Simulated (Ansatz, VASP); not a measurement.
# ZnO (zincite) in two plane-wave programs, part 2 of 2

Aim: how closely do two programs agree when they are given the same cell, functional and k mesh? The cell is taken from a series of VASP runs on this material, whose earlier steps may have relaxed, scaled or displaced it; both programs get it as it stands.

VASP 6.6.1 and Ansatz 0.2.0.

So far: The starting structure; VASP: relaxation of cell and atoms, PBE with D3(BJ).

## 3. Ansatz: relaxation of cell and atoms, PBE with D3(BJ)

Level of this step: Ansatz beside VASP: Kohn-Sham DFT, plane waves, PBE with D3(BJ) (Ansatz).

Ansatz runs on its default PAW (the set named soft_2) files.

The same cell, functional, mesh and smearing now go to Ansatz, which takes its cutoff from its data sets.

The input, input.yaml:

```yaml
crystal:
  lattice:
    - [3.2814814587, 0.0, 0.0]
    - [-1.6407407294, 2.8418463053, 0.0]
    - [0.0, 0.0, 5.2572540255]
  atoms:
    - { symbol: Zn, position: [0.6666666667, 0.3333333333, 0.0] }
    - { symbol: Zn, position: [0.3333333333, 0.6666666667, 0.5] }
    - { symbol: O, position: [0.3333333333, 0.6666666667, 0.87901] }
    - { symbol: O, position: [0.6666666667, 0.3333333333, 0.37901] }
hamiltonian:
  xc: pbe
  pseudopotentials: { kind: paw }
  dispersion: d3bj
kpoints:
  mp_grid: { grid: [8, 8, 4] }
scf:
  occupations: { method: gaussian, width: 0.03 }
relax:
  f_tol: 0.01
  max_steps: 60
  cell: { stress_tol: 0.05 }
output:
  forces: true
  stress: true
```

Run with:

```bash
$ ansatz run input.yaml --threads 4 --pin off --max-ram 9216MiB --backend cpu --events-out ev --progress --plain --runs-dir out
```

Numbers of over 12 decimals in the logs are rounded to 6 here.

Output:

```text
Engine: ansatz 0.2.0, aarch64-unknown-linux-gnu
Pseudopotentials: kind: paw
Pseudopotential: Zn, paw, valence charge 12, recommended cutoff 420 eV (normal), Zn.paw.azcp
Pseudopotential: O, paw, valence charge 6, recommended cutoff 420 eV (normal), O.paw.azcp
Functional definition: PBE
  parameter kappa = 0.804
  parameter beta = 0.066725
  exchange = pbe_x(kappa = kappa, mu = beta*pi^2/3)
  correlation = pbe_c(beta = beta)
Crystal: 4 atoms, lattice volume = 49.026 Å³
Basis set: ecut = 420 eV, 977 PW (Γ), exchange–correlation on 48×48×72 points (8 copies of the dense FFT grid, shifted against one another)
Bands: 22, of which v1, the nominal top of the filled ones, is band 18 counted from 1 (17 counted from 0)
Symmetry: 12 space group operations
Space group: P63mc (ITA 186), of the structure as read, at distance tolerance 3.7e-5 Å
k-points: 30 of 256 (time reversal used)
Non-local potential: Zn, projectors of the file, l = 0: 2, l = 1: 2, l = 2: 3, l = 3: 1
Non-local potential: O, projectors of the file, l = 0: 2, l = 1: 2, l = 2: 1
PAW form: soft (Blöchl's): semilocal exchange-correlation on the pseudo side does not see the compensation charge
PAW one-centre angular grid: Zn, 590 points (default); XC on 64 Gauss nodes
PAW one-centre angular grid: O, 110 points (default); XC on 64 Gauss nodes
Initial density: superposition of atomic densities (neutral atoms: chi_scale 0, normalization atom), corrected by the library's trained network
Initial wavefunctions: pseudopotential atomic-orbital guess
Functional: x = pbe(κ = 0.804, μ = 0.219515), c = pbe(β = 0.066725)
SCF iter   1: F=—  HF=-7774.559371 eV  |F-HF|=—  |Δ(HF+E_count)|=         —  Δρ=6.22e-4  dr2=5.94e-5  ethr=1.77e-3  ⟨swp⟩=6.0  Hψ=2925  notcnv=0
preconditioner: auto → Resta (q_TF=auto, 2.591 Å⁻¹)  ε∞=7.5  [insulator: Δε(μ)=0.762 eV  Ē_g=12.491 eV  σ=0.030 eV  W_gap=1.00  n_scr=22 (ndim 8)  ℏωp=31.8 eV  f_vac=0.042  D(μ)=0.00/eV (n_scr^D=0)  ε∞_Penn≈7.5]
SCF iter   2: F=—  HF=-7774.560775 eV  |F-HF|=—  |Δ(HF+E_count)|=   1.40e-3  Δρ=4.16e-4  dr2=2.85e-5  ethr=1.65e-7  ⟨swp⟩=3.0  Hψ=1794  notcnv=0
SCF iter   3: F=—  HF=-7774.560840 eV  |F-HF|=—  |Δ(HF+E_count)|=   6.50e-5  Δρ=2.46e-4  dr2=1.26e-5  ethr=7.91e-8  ⟨swp⟩=2.0  Hψ=1140  notcnv=0
SCF iter   4: F=—  HF=-7774.560890 eV  |F-HF|=—  |Δ(HF+E_count)|=   4.97e-5  Δρ=6.37e-5  dr2=1.20e-6  ethr=3.51e-8  ⟨swp⟩=2.0  Hψ=1142  notcnv=0
SCF iter   5: F=—  HF=-7774.560892 eV  |F-HF|=—  |Δ(HF+E_count)|=   2.46e-6  Δρ=1.92e-5  dr2=1.23e-7  ethr=3.34e-9  ⟨swp⟩=2.0  Hψ=1151  notcnv=0
SCF iter   6: F=-7774.560893 eV  HF=-7774.560893 eV  |F-HF|=6.82e-9  |Δ(HF+E_count)|=   3.81e-7  Δρ=1.45e-5  dr2=8.02e-8  ethr=2.78e-10  ⟨swp⟩=4.2  Hψ=2426  notcnv=0
SCF 1 converged in 6 iterations: F = -7774.560893 eV  dr2 = 8.02e-8
  greatest PAW one-centre occupation: 0.987 electrons in one spin orbital (limit 2), on the Zn atom at site 1 (counted from 0), in its partial waves of l = 2
relax step   1: F+E_penalty+E_count = -7774.56089253 eV  Δ(F+E_penalty+E_count) = +0.000e0 eV  max|allowed force component| = 5.812e-2 eV/Å  Δτ_max = 0.0000 Å  P = -2.161 GPa  Ω = 49.026 Å³  (6 SCF iters, dr2 threshold 1.00e-7 eV, accepted)
[... from here on, the SCF cycles and remarks between the steps are left out ...]
relax step   2: F+E_penalty+E_count = -7774.56762633 eV  Δ(F+E_penalty+E_count) = -6.734e-3 eV  max|allowed force component| = 4.090e-2 eV/Å  Δτ_max = 0.0010 Å  P = -1.035 GPa  Ω = 48.618 Å³  energy of the carried Pulay correction = +1.830e-3 eV  (5 SCF iters, dr2 threshold 4.00e-7 eV, accepted)
relax step   3: F+E_penalty+E_count = -7774.57086714 eV  Δ(F+E_penalty+E_count) = -3.241e-3 eV  max|allowed force component| = 1.160e-2 eV/Å  Δτ_max = 0.0005 Å  P = +0.036 GPa  Ω = 48.245 Å³  energy of the carried Pulay correction = +3.518e-3 eV  (5 SCF iters, dr2 threshold 4.00e-7 eV, accepted)
relax step   4: F+E_penalty+E_count = -7774.57088433 eV  Δ(F+E_penalty+E_count) = -1.719e-5 eV  max|allowed force component| = 5.761e-3 eV/Å  Δτ_max = 0.0008 Å  P = +0.031 GPa  Ω = 48.246 Å³  energy of the carried Pulay correction = +3.511e-3 eV  (5 SCF iters, dr2 threshold 1.24e-8 eV, accepted)
relax step   5: F+E_penalty+E_count = -7774.57084640 eV  Δ(F+E_penalty+E_count) = +3.793e-5 eV  max|allowed force component| = 1.295e-4 eV/Å  Δτ_max = 0.0007 Å  P = +0.001 GPa  Ω = 48.256 Å³  energy of the carried Pulay correction = +3.465e-3 eV  (5 SCF iters, dr2 threshold 6.93e-9 eV, accepted)
relax step   6: F+E_penalty+E_count = -7774.56752855 eV  Δ(F+E_penalty+E_count) = +3.318e-3 eV  max|allowed force component| = 3.727e-4 eV/Å  Δτ_max = 0.0000 Å  P = -0.095 GPa  Ω = 48.256 Å³  stress off target by 1.12e-1 GPa  SCF on the basis re-selected at this cell (its energy is not comparable with the rows above)  (7 SCF iters)
relax step   7: F+E_penalty+E_count = -7774.56768658 eV  Δ(F+E_penalty+E_count) = -1.580e-4 eV  max|allowed force component| = 3.596e-6 eV/Å  Δτ_max = 0.0002 Å  P = -0.002 GPa  Ω = 48.224 Å³  energy of the carried Pulay correction = +1.464e-4 eV  (4 SCF iters, dr2 threshold 3.13e-8 eV, accepted)
relax step   8: F+E_penalty+E_count = -7774.56761945 eV  Δ(F+E_penalty+E_count) = +6.713e-5 eV  max|allowed force component| = 1.082e-5 eV/Å  Δτ_max = 0.0000 Å  P = -0.005 GPa  Ω = 48.224 Å³  stress off target by 6.71e-3 GPa  SCF on the basis re-selected at this cell (its energy is not comparable with the rows above)  (7 SCF iters)
basis re-selected at this cell: Δ(F+E_penalty+E_count) = +6.713e-5 eV, ΔP = -0.003 GPa vs the last step (what re-selecting the basis moved, of the pressure what is left beyond the Pulay correction that the steps carried, after the strain that the cell walked since its last selection, with what the two solves' SCF thresholds leave and, on support functions, any second-order correction that the steps lacked; it is no m [...]
SCF converged after 7 iterations
Free energy (F): -7774.567619 eV
Harris-Foulkes:  -7774.567619 eV  (|F-HF|=2.73e-12)
Internal energy: -7774.567619 eV  (E = F + TS)
E sigma→0 (E₀):  -7774.567619 eV
Fermi energy:    7.421647 eV
--- Per-component energies (eV) ---
  E_band       = 60.106254
  E_kinetic    = 611.247667
  E_local      = -4022.738224  (includes V_loc(G=0)·N_el)
  E_nonlocal   = 1335.349770
  E_hartree    = 1652.737503
  E_xc         = -419.768427
  E_vxc        = -289.603161  (∫ρ·V_xc dr)
  E_paw        = -3980.583137  (= ΣΔE_a)
  E_vpaw       = -879.628957  (= ΣTr[D̂ρ^β])
  E_aug_tail   = 0.004166  (compensation charges beyond the density's cutoff)
  E_ewald      = -2949.931700
  E_disp       = -0.885237  (pairwise vdW)
  E_smearing   = -0.000000  (= −TS)
  E_closure    = -0.000000  (closes the sum)
  Σ components = -7774.567619   (vs F -7774.567619, Δ=0.00e0)
--- Forces (eV/Å), atoms counted from 1 ---
  atom   1  Zn     0.00000000    -0.00000000     0.00001146
  atom   2  Zn    -0.00000000     0.00000000     0.00001146
  atom   3  O      0.00000000    -0.00000000    -0.00001019
  atom   4  O     -0.00000000     0.00000000    -0.00001019
  max |Σ_I F_I| component: 2.53e-6 eV/Å
--- Stress (GPa, compression-positive) ---
       -0.006714       0.000000      -0.000000
        0.000000      -0.006714       0.000000
       -0.000000       0.000000      -0.000767
  P = ⅓ Tr σ = -0.0047 GPa (-0.047 kbar)
--- Relaxed structure (6 steps of the walk, 6 accepted, 2 SCFs on fresh bases) ---
  F+E_penalty+E_count = -7774.56761945 eV   max|allowed force component| = 1.082e-5 eV/Å   (the final SCF, on the basis selected at the relaxed cell)
  cell:  # Å, volume = 48.2242 Å³
    - [3.254971, 2.8634304454583722e-11, 2.6831627038459438e-18]
    - [-1.627486, 2.818888, -1.0305947190266812e-18]
    - [4.2986889011379985e-18, 5.753075825157337e-19, 5.255811]
  atoms:
    - { symbol: Zn, position: [0.666667, 0.333333, 4.6217833839716074e-5] }
    - { symbol: Zn, position: [0.333333, 0.666667, 0.500046] }
    - { symbol: O, position: [0.333333, 0.666667, 0.878964] }
    - { symbol: O, position: [0.666667, 0.333333, 0.378964] }
```

Run time: 11 s. Hardware: 4 threads of Arm Neoverse N1, shared host; peak memory 0.37 GiB.

## 4. Side by side

Known differences besides the potentials themselves: both relaxations stop at a tolerance, which leaves soft axes loose, and VASP keeps its plane-wave basis; the cutoff is 420 eV in Ansatz and 520 eV in VASP; VASP leaves aspherical gradient terms in its spheres out (LASPH is not set), Ansatz keeps them; Ansatz adds a Pulay correction to the stress that steers its cell, VASP none. Total energies have different zeros and are not compared.

Both answers:

| quantity | Ansatz | VASP | difference |
| --- | --- | --- | --- |
| volume (Å³) | 48.22 | 48.63 | -0.83 % |
| edge a after relaxation, in the typed setting (Å) | 3.255 | 3.264 | -0.28 % |
| edge c after relaxation, in the typed setting (Å) | 5.256 | 5.270 | -0.26 % |

The walks stopped with 0.00 GPa left in Ansatz and -0.06 GPa in VASP; each walk ends within a tolerance, so the volume difference is uncertain by about these residues over the bulk modulus, most in soft cells.

## 5. Outcome

```yaml
difference_in_volume_relaxation_of_cell_and_atoms_pbe_with_d3_bj: -0.83 %
```

**Reading.** The difference in volume is -0.83 % (relaxation of cell and atoms, PBE with D3(BJ)), within the 1.2 % picked in this series as the mark of a large difference, as far as the stopping tolerances let one tell. How closely two codes agree says nothing of how well the functional describes the real material.

[Lines on the potential files, build, host, timing and source positions are cut from VASP's logs without a mark.]

[Logs are printed without paths, hosts, clocks, repeated set-up lines and the standing remarks that a program may print on its own settings, such as how far it seeks lower states.]

[Hosts, paths, dates, database ids (printed as entryN), source tags and the programs' standing remarks are cut or masked in the printed files.]
